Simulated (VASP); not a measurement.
A run of VASP 6.6.1:

File INCAR:

```
PREC = Accurate
ENCUT = 600
EDIFF = 1E-7
ISMEAR = 0
SIGMA = 0.03
LREAL = False
LASPH = True
NELM = 150
ALGO = Normal
ISIF = 3
LWAVE = False
LCHARG = False
ISPIN = 2
MAGMOM = 5 -5 0 0
LORBIT = 11
LMAXMIX = 4
METAGGA = R2SCAN
LMIXTAU = True
IBRION = 2
NSW = 90
EDIFFG = -0.005
AMIX = 0.2
BMIX = 1E-4
AMIX_MAG = 0.8
BMIX_MAG = 1E-4
```

KPOINTS

```
regular mesh
0
Gamma
  10 10 8
```

The input POSCAR:

```
MnO                                     
1.0
   -0.0000000000      2.2210100713     -2.2210100713
    0.0000000000      2.2210100713      2.2210100713
    4.4027156630     -0.0000000000      0.0000000000
  Mn              O             
     2     2
Direct
     0.0000000000000000    0.0000000000000000    0.0000000000000000
     0.5000000000000000    0.5000000000000000    0.5000000000000000
     0.0000000000000000    0.0000000000000000    0.5000000000000000
     0.5000000000000000    0.5000000000000000    0.0000000000000000
```

Potentials or basis: VASP PAW PBE potentials, release 64 (Mn_pv, O).

The run is started by

```sh
$ cat potpaw_PBE.64/Mn_pv/POTCAR potpaw_PBE.64/O/POTCAR > POTCAR
$ mpirun -np 1 vasp_std > vasp.out
```

Hardware: 1 thread of Intel(R) Xeon(R) Platinum 8488C (Sapphire Rapids) (shared host).

Q: Estimate the wall time of this run.

A: Run time: 18 min on 1 thread of Intel(R) Xeon(R) Platinum 8488C (Sapphire Rapids), on a shared host, peak memory 0.34 GiB. Counts: scf iterations 21, k points 105, ion steps 1.
